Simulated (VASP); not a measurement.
# Si, band structure: which settings are enough?

Si, P6_3/mmc (no. 194), 4 atoms in the cell. TB-mBJ; PAW potentials Si (PBE set). VASP 6.6.1.

Wanted: band energies at the path's corners within 0.1 eV; smallest gap over path and mesh within 0.05 eV.

What the run is for: bands; Accuracy asked: screening; Route: KPOINTS_OPT.

Band energies at the path's corners: counted from the valence top.

POSCAR:
```
Si
1.0
    3.8313174605      0.0000000000      0.0000000000
   -1.9156587303      3.3180182508      0.0000000000
    0.0000000000      0.0000000000      6.3326220002
Si
4
Direct
    0.6666666667      0.3333333333      0.9369905000
    0.3333333333      0.6666666667      0.4369905000
    0.6666666667      0.3333333333      0.5630095000
    0.3333333333      0.6666666667      0.0630095000
```

The series start from Plane-wave cutoff (eV): 280; k-point mesh: 5 × 5 × 3; k points a path segment: 12; Electronic threshold (eV): 1e-6; Precision mode (PREC): Accurate; Bands in all (NBANDS): 22; Aspherical gradient terms in the spheres (LASPH): yes. Each series keeps the choices made before it, and each single choice may use up half of a tolerance. Times cover all steps of a run.

## Plane-wave cutoff (eV)

| Plane-wave cutoff (eV) | Band energies at the path's corners, largest deviation (eV) | Smallest gap over path and mesh (eV) | Time (s) |
|---|---|---|---|
| 200 | 0.02 | 1.117 | 20 |
| 240 | 0.01 | 1.129 | 23 |
| 280 | 0.01 | 1.132 | 26 |
| 320 | 0.00 | 1.134 | 28 |
| 390 | 0.00 | 1.133 | 60 |
| 490 (reference) | 0.00 | 1.133 | 77 |

Chosen: 200, the loosest value from which every tighter one stays within half of the tolerance.

## k-point mesh

| k-point mesh | Band energies at the path's corners, largest deviation (eV) | Smallest gap over path and mesh (eV) | Time (s) |
|---|---|---|---|
| 2 × 2 × 1 | 0.28 | 1.316 | 22 |
| 3 × 3 × 2 | 0.11 | 1.204 | 24 |
| 4 × 4 × 2 | 0.04 | 1.139 | 25 |
| 4 × 4 × 3 | 0.04 | 1.142 | 25 |
| 5 × 5 × 3 | 0.02 | 1.117 | 20 |
| 7 × 7 × 4 | 0.00 | 1.103 | 38 |
| 8 × 8 × 5 (reference) | 0.00 | 1.102 | 40 |

Chosen: 5 × 5 × 3.

## Electronic threshold (eV)

| Electronic threshold (eV) | Band energies at the path's corners, largest deviation (eV) | Smallest gap over path and mesh (eV) | Time (s) |
|---|---|---|---|
| 0.001 | 0.00 | 1.117 | 12 |
| 0.0001 | 0.00 | 1.117 | 13 |
| 1e-5 | 0.00 | 1.117 | 14 |
| 1e-6 | 0.00 | 1.117 | 19 |
| 1e-7 (reference) | 0.00 | 1.117 | 18 |

Chosen: 0.001.

## Precision mode (PREC)

| Precision mode (PREC) | Band energies at the path's corners, largest deviation (eV) | Smallest gap over path and mesh (eV) | Time (s) |
|---|---|---|---|
| SingleN | 0.09 | 1.183 | 7.8 |
| Normal | 0.00 | 1.117 | 7.6 |
| Accurate (reference) | 0.00 | 1.117 | 12 |

Chosen: Normal.

## Bands in all (NBANDS)

| Bands in all (NBANDS) | Band energies at the path's corners, largest deviation (eV) | Smallest gap over path and mesh (eV) | Time (s) |
|---|---|---|---|
| 10 | 0.14 | 1.117 | 6.7 |
| 11 | 0.03 | 1.117 | 7.1 |
| 12 | 0.03 | 1.117 | 7.1 |
| 14 | 0.00 | 1.117 | 6.8 |
| 22 | 0.00 | 1.117 | 7.6 |
| 32 (reference) | 0.00 | 1.117 | 10 |

Chosen: 11.

## Aspherical gradient terms in the spheres (LASPH)

| Aspherical gradient terms in the spheres (LASPH) | Band energies at the path's corners, largest deviation (eV) | Smallest gap over path and mesh (eV) | Time (s) |
|---|---|---|---|
| yes | 0.00 | 1.117 | 7.1 |
| no | 0.00 | 1.117 | 3.6 |

Chosen: yes; no would be accurate enough too and is faster here.

Also changed on the way, by series that aren't shown: k points a path segment: 5.

## All choices together

| Input | Band energies at the path's corners, largest deviation (eV) | Smallest gap over path and mesh (eV) | Time (s) |
|---|---|---|---|
| the program's defaults (naive) | 0.03 | 1.151 | 7.4 |
| chosen settings | 0.05 | 1.117 | 7.1 |
| reference settings throughout | 0.00 | 1.117 | 192 |

The tolerance is met.

## The input

INCAR.step1:
```
ALGO     = Normal         # electronic algorithm
EDIFF    = 0.001          # SCF threshold, eV
EFERMI   = MIDGAP       
ENCUT    = 200            # plane-wave cutoff, eV
GGA      = PE             # functional
GGA_COMPAT= F            
ISMEAR   = 0              # smearing method
LASPH    = T              # aspherical terms in the spheres
LCHARG   = F              # write CHGCAR
LREAL    = F              # projectors in reciprocal space
LWAVE    = T              # write WAVECAR
NBANDS   = 11             # bands
NELM     = 120            # most SCF steps
PREC     = Normal         # precision mode
SIGMA    = 0.03           # smearing width, eV
```

INCAR.step2, as INCAR.step1 but for:
```
- GGA = PE
- LWAVE = T
+ ISTART = 1
+ LMIXTAU = T
+ LWAVE = F
+ METAGGA = MBJ
```

KPOINTS:
```
Automatic mesh
0
Gamma
  5 5 3
  0 0 0
```

KPOINTS_OPT:
```
path GMKGALHA,LM,KH
5
line-mode
reciprocal
 0.0000000000  0.0000000000  0.0000000000  G
 0.5000000000  0.0000000000  0.0000000000  M

 0.5000000000  0.0000000000  0.0000000000  M
 0.3333333333  0.3333333333  0.0000000000  K

 0.3333333333  0.3333333333  0.0000000000  K
 0.0000000000  0.0000000000  0.0000000000  G

 0.0000000000  0.0000000000  0.0000000000  G
 0.0000000000  0.0000000000  0.5000000000  A

 0.0000000000  0.0000000000  0.5000000000  A
 0.5000000000  0.0000000000  0.5000000000  L

 0.5000000000  0.0000000000  0.5000000000  L
 0.3333333333  0.3333333333  0.5000000000  H

 0.3333333333  0.3333333333  0.5000000000  H
 0.0000000000  0.0000000000  0.5000000000  A

 0.5000000000  0.0000000000  0.5000000000  L
 0.5000000000  0.0000000000  0.0000000000  M

 0.3333333333  0.3333333333  0.0000000000  K
 0.3333333333  0.3333333333  0.5000000000  H
```

Commands (each step's output is kept before the next begins):
```
cat potpaw_PBE.64/Si/POTCAR > POTCAR
cp INCAR.step1 INCAR
mpirun -np 1 vasp_std > vasp.out
cp INCAR.step2 INCAR
mpirun -np 1 vasp_std > vasp.out
```

The naive input happens to agree within the tolerance here, in 7.4 s.

The chosen input took VASP 6.6.1 7.1 s on 1 core (Intel Xeon 6975P-C (Granite Rapids)), a shared host.
